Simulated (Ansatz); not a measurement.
# In: stress in a strained cell, part 2 of 2

Aim: deform In (zz strain of -2 %) and compute stress, forces and field gradients with LAPW, PAW and all-electron datasets made for the crystal.

Ansatz 0.2.0; DFT PBE; a Materials Project cell. «Crystal datasets» are all-electron PAW datasets made for this crystal. The steps go on from the part before.

## 5. Datasets made for this crystal

Contents of input.yaml:

```yaml
crystal:
  lattice:
    - [1.6696368166, 0.9639652655, 8.043313985]
    - [-1.6696368166, 0.9639652655, 8.043313985]
    - [0.0, -1.927930531, 8.043313985]
  atoms:
    - { symbol: In, position: [0.0, 0.0, 0.0] }
    - { symbol: In, position: [0.77801224, 0.77801224, 0.77801224] }
    - { symbol: In, position: [0.22198776, 0.22198776, 0.22198776] }
kpoints:
  mp_grid: { grid: [14, 14, 14] }
scf:
  occupations: { method: fermi_dirac, width: 0.05 }
hamiltonian:
  xc: pbe
  pseudopotentials: { kind: all_electron, datasets: crystal }
output:
  forces: true
  stress: true
  eigenvalues: true
  efg: { contact_densities: true }
```

Started as:

```
$ ansatz run input.yaml --threads 1 --pin off --max-ram 6144MiB --backend cpu --events-out ev --progress --plain --runs-dir out
```

What it wrote:

```text
basis.fft_grid_basis auto: the FFT boxes are laid along the combinations [[1, 0, -1], [0, 1, -1], [0, 0, 1]] of the cell's own vectors, 3.339, 3.339 and 8.271 Å long. The dense box has 18×18×45 points. Along the cell's own vectors, as sized, it would have 45×45×45, 6.25 times as many. Of the 12 symmetry operations that the crystal satisfies within crystal.symmetry.tolerance (time reversal apart; of a slab, those that keep its plane) the dense box along the cell's own vectors carries 12, and the one as laid loses 8 of those. basis.fft_grid_basis: typed keeps the cell's own vectors: state it where this run's energies or levels are differenced outside the engine with another run's, or held beside a run that keeps those vectors.
hamiltonian.pseudopotentials.datasets: crystal makes datasets for this crystal and solves the spheres of its atoms anew in each pass: cutoff 260.0 eV, the density's 1040.0 eV; for an error of 0.50 meV an atom under PBE, 1.5 meV for the cell; an energy difference from a run of another recipe may be off by several times the error for the cell, under r2SCAN by more, where some 0.1 meV an atom stays at smaller errors; In in spheres of 1.376 Å, 13 of its electrons in bands
band count auto-derived: 25 (N_el = 39.0; filled up to band 20; 24 by the electrons, moments and atoms)
In: output.efg is read without spin–orbit coupling, which moves field gradients at and beside such atoms by some per cent and up to a factor of two; PAW files take it under magnetization.noncollinear and magnetization.spin_orbit
Engine: ansatz 0.2.0
Pseudopotentials: kind: all_electron
Pseudopotential: In, paw, valence charge 13, recommended cutoff 260 eV (normal), Koelling and Harmon's equation, gaussian nucleus
Functional definition: PBE
  parameter kappa = 0.804
  parameter beta = 0.06672455060314922
  exchange = pbe_x(kappa = kappa, mu = beta*pi^2/3)
  correlation = pbe_c(beta = beta)
Crystal: 3 atoms, lattice volume = 77.673 Å³
Basis set: ecut = 260 eV, 759 PW (Γ), FFT grids on a1−a3, a2−a3, a3, exchange–correlation on 36×36×90 points (8 copies of the dense FFT grid, shifted against one another)
Bands: 25, of which v1, the nominal top of the filled ones, is band 20 counted from 1 (19 counted from 0)
Symmetry: 12 space group operations
Space group: R-3m (ITA 166), of the structure as read, at distance tolerance 4.3e-5 Å
k-points: 288 of 2744
Non-local potential: In, projectors of the file, l = 0: 1, l = 1: 1, l = 2: 2
PAW form: soft (Blöchl's): semilocal exchange-correlation on the pseudo side does not see the compensation charge
PAW one-centre angular grid: In, 590 points (default); XC on its mesh's 1869 points in the sphere
Initial density: superposition of atomic densities (neutral atoms: chi_scale 0, normalization atom)
Initial wavefunctions: pseudopotential atomic-orbital guess
Functional: x = pbe(κ = 0.804, μ = 0.2195149727645171), c = pbe(β = 0.06672455060314922)
iter 1 solved again at ethr=6.55e-4 eV; its pass at ethr=1.00e-1 eV (dr2=2.56e-1 eV) is discarded
SCF iter   1: F=—  HF=-480137.972507 eV  |F-HF|=—  |Δ(HF+E_count)|=         —  Δρ=1.47e-2  dr2=2.44e-1  ethr=6.55e-4  ⟨swp⟩=3.5  Hψ=36447  notcnv=0
preconditioner: auto → Kerker (q_TF=auto, 2.432 Å⁻¹)  [metal: Δε(μ)=0.003 eV  Ē_g=15.309 eV  σ=0.050 eV  W_gap=0.02  n_scr=24 (ndim 8)  ℏωp=26.3 eV  f_vac=0.000  D(μ)=1.51/eV (n_scr^D=4)]
SCF iter   2: F=—  HF=-480137.902475 eV  |F-HF|=—  |Δ(HF+E_count)|=   7.00e-2  Δρ=9.65e-3  dr2=1.06e-1  ethr=6.26e-4  ⟨swp⟩=2.0  Hψ=13568  notcnv=0  defer=5
iter 3 solved again at ethr=1.61e-5 eV; its pass at ethr=2.72e-4 eV (dr2=6.29e-3 eV) is discarded
SCF iter   3: F=—  HF=-480137.866486 eV  |F-HF|=—  |Δ(HF+E_count)|=   3.60e-2  Δρ=2.41e-3  dr2=6.19e-3  ethr=1.61e-5  ⟨swp⟩=2.0  Hψ=27319  notcnv=0  defer=6
SCF iter   4: F=—  HF=-480137.866326 eV  |F-HF|=—  |Δ(HF+E_count)|=   1.61e-4  Δρ=1.24e-3  dr2=1.18e-3  ethr=1.59e-5  ⟨swp⟩=3.0  Hψ=16556  notcnv=0  defer=6
SCF iter   5: F=—  HF=-480137.867114 eV  |F-HF|=—  |Δ(HF+E_count)|=   7.89e-4  Δρ=2.64e-4  dr2=6.38e-5  ethr=3.02e-6  ⟨swp⟩=3.1  Hψ=19724  notcnv=0  defer=5
SCF iter   6: F=—  HF=-480137.867081 eV  |F-HF|=—  |Δ(HF+E_count)|=   3.32e-5  Δρ=1.11e-4  dr2=7.14e-6  ethr=1.64e-7  ⟨swp⟩=3.0  Hψ=17822  notcnv=0  defer=1
SCF iter   7: F=—  HF=-480137.867088 eV  |F-HF|=—  |Δ(HF+E_count)|=   6.70e-6  Δρ=2.57e-5  dr2=4.22e-7  ethr=1.83e-8  ⟨swp⟩=3.0  Hψ=17315  notcnv=0  defer=2
SCF iter   8: F=-480137.867088 eV  HF=-480137.867088 eV  |F-HF|=2.43e-8  |Δ(HF+E_count)|=   4.16e-7  Δρ=9.73e-6  dr2=9.19e-8  ethr=1.08e-9  ⟨swp⟩=3.0  Hψ=14193  notcnv=0  defer=2
SCF 1 converged in 8 iterations: F = -480137.867088 eV  dr2 = 9.19e-8
  Residual-converged pass: ⟨swp⟩=3.0  Hψ=17107  notcnv=0  max |occ|·‖R‖ = 6.4e-6 eV (tolerance 6.5e-6 eV)  dr2=9.15e-8  dr2_onsite=9.89e-9  max |Δocc| = 1.5e-9
SCF converged after 8 iterations
Free energy (F): -480137.867088 eV
Harris-Foulkes:  -480137.867088 eV  (|F-HF|=2.43e-8)
Internal energy: -480137.854706 eV  (E = F + TS)
E sigma→0 (E₀):  -480137.860897 eV
Entropy (-TS):   -0.012382 eV (-4.127 meV/atom)
Past the cutoff: the bands carry plane waves up to 1.75 times it, of which those up to 1.5 times it add -0.000255 eV an atom, each by itself; the spheres take 0.000474 eV an atom off the energy for waves past 1.75 times it
By the cutoff:   a pressure is off by up to 0.008 GPa (1.2 times the spheres' own share and the shells' term, over an atom's volume, and 0.004 GPa: a bound that held against runs at twice the plane waves)
Past the cutoffs: a stress includes 0.0004 GPa for waves and charges beyond them, in addition to the slope of what the spheres take
In the spheres:  the bands' charges fall short by 3.0e-6 e at most (sound up to 1e-3)
Fermi energy:    13.741927 eV
--- Per-component energies (eV) ---
  The terms above E_closure are by the made datasets' own strengths, without shells solved beside the bands.
--- Forces (eV/Å), atoms counted from 1 ---
  atom   1  In     0.00000000     0.00000000    -0.00000000
  atom   2  In     0.00000000    -0.00000000    -0.02425830
  atom   3  In     0.00000000     0.00000000     0.02425830
  max |Σ_I F_I| component: 4.63e-18 eV/Å
--- Stress (GPa, compression-positive) ---
        2.416178       0.000000       0.000000
        0.000000       2.416178      -0.000000
        0.000000      -0.000000       3.109371
  P = ⅓ Tr σ = 2.6472 GPa (26.472 kbar)
--- PAW observables at the nuclei: V_zz in 10²¹ V/m², potentials from the cell's mean, atoms counted from 1 ---
  atom   1  In V_zz =    -0.342781   η = 0.0000   by run symmetry: allowed
            electrostatic potential = -7940.518707 V   contact ρ = 1133022.464858 e/Å³
  atom   2  In V_zz =    -1.132908   η = 0.0000   by run symmetry: allowed
            electrostatic potential = -7940.522441 V   contact ρ = 1133020.843648 e/Å³
  atom   3  In V_zz =    -1.132908   η = 0.0000   by run symmetry: allowed
            electrostatic potential = -7940.522441 V   contact ρ = 1133020.843648 e/Å³
--- Band table (eV; the first three rows and the last of 288) ---
  k-point 0: bands = ["-0.9649", "-0.9631", "-0.9200", "-0.9200", "-0.9083", "-0.8916", "-0.8916", "-0.8804", "-0.8804", "-0.7882", "-0.7882", "-0.6451", "-0.6451", "-0.6321", "-0.6321", "4.1070", "6.6663", "6.6918", "14.4858", "14.5070", "22.3798", "22.3798", "22.4706", "22.4706"]
  k-point 1: bands = ["-0.9622", "-0.9608", "-0.9225", "-0.9136", "-0.9081", "-0.8807", "-0.8779", "-0.8765", "-0.8690", "-0.7933", "-0.7910", "-0.6586", "-0.6440", "-0.6376", "-0.6316", "4.2074", "6.6570", "6.9059", "14.3499", "14.8288", "20.9473", "21.5934", "21.7294", "22.1578"]
  k-point 2: bands = ["-0.9786", "-0.9631", "-0.9209", "-0.9044", "-0.8815", "-0.8718", "-0.8600", "-0.8428", "-0.8361", "-0.8004", "-0.7888", "-0.6841", "-0.6559", "-0.6415", "-0.6300", "4.5106", "6.8407", "7.3355", "14.3919", "15.3332", "18.7668", "19.7157", "20.7942", "21.3093"]
  k-point 287: bands = ["-0.9923", "-0.9243", "-0.9200", "-0.9200", "-0.9176", "-0.8932", "-0.8932", "-0.8833", "-0.8833", "-0.7471", "-0.7471", "-0.7201", "-0.7201", "-0.5937", "-0.5937", "4.7275", "4.7509", "9.5853", "10.3607", "19.9924", "20.0419", "21.9418", "21.9418", "23.3781"]
```

Run time: 55 s. Hardware: 1 thread of Intel Xeon Platinum 8488C (Sapphire Rapids), shared host; peak memory 1.3 GiB.

Result: pressure 2.65 GPa; no gap; largest force 0.024 eV/Å; Vzz In1 -0.34 (η = 0.00), In2 -1.13 (η = 0.00) (10²¹ V/m²).

## 6. Side by side

Stress (GPa, compression positive):

| method | xx | yy | zz | yz | xz | xy |
| --- | --- | --- | --- | --- | --- | --- |
| LAPW | 2.42 | 2.42 | 3.11 | 0.00 | 0.00 | 0.00 |
| PAW | 2.42 | 2.42 | 3.11 | 0.00 | 0.00 | 0.00 |
| crystal datasets | 2.42 | 2.42 | 3.11 | 0.00 | 0.00 | 0.00 |

Forces (eV/Å):

| atom | LAPW x | LAPW y | LAPW z | PAW x | PAW y | PAW z | crystal datasets x | crystal datasets y | crystal datasets z |
| --- | --- | --- | --- | --- | --- | --- | --- | --- | --- |
| In1 | 0.000 | 0.000 | 0.000 | 0.000 | 0.000 | 0.000 | 0.000 | 0.000 | 0.000 |
| In2 | 0.000 | 0.000 | -0.024 | 0.000 | 0.000 | -0.024 | 0.000 | 0.000 | -0.024 |
| In3 | 0.000 | 0.000 | 0.024 | 0.000 | 0.000 | 0.024 | 0.000 | 0.000 | 0.024 |

```
          method  pressure (GPa)  largest force (eV/Å)  Vzz In1 (10²¹ V/m²)  Vzz In2 (10²¹ V/m²)  SCF cycles, all passes
            LAPW            2.65                 0.024                    –                    –                       9
             PAW            2.65                 0.024                -0.34                -1.13                       7
crystal datasets            2.65                 0.024                -0.34                -1.13                       8
```

## 7. Summary of results

This closing draws on all 2 parts.

```
                                 quantity                                           value
                                 pressure  LAPW 2.65, PAW 2.65, crystal datasets 2.65 GPa
largest shear or deviatoric stress (LAPW)                                        0.46 GPa
```

What this shows: The largest part of the stress beyond the pressure is 0.46 GPa in size, in the zz component; the atoms are carried along and not relaxed. No run of the undeformed cell stands beside it, so the pressure holds what the given cell had before the change. PAW: stress within 0.01 GPa of LAPW, forces within 1 meV/Å. Crystal datasets: stress within 0.01 GPa of LAPW, forces within 1 meV/Å.
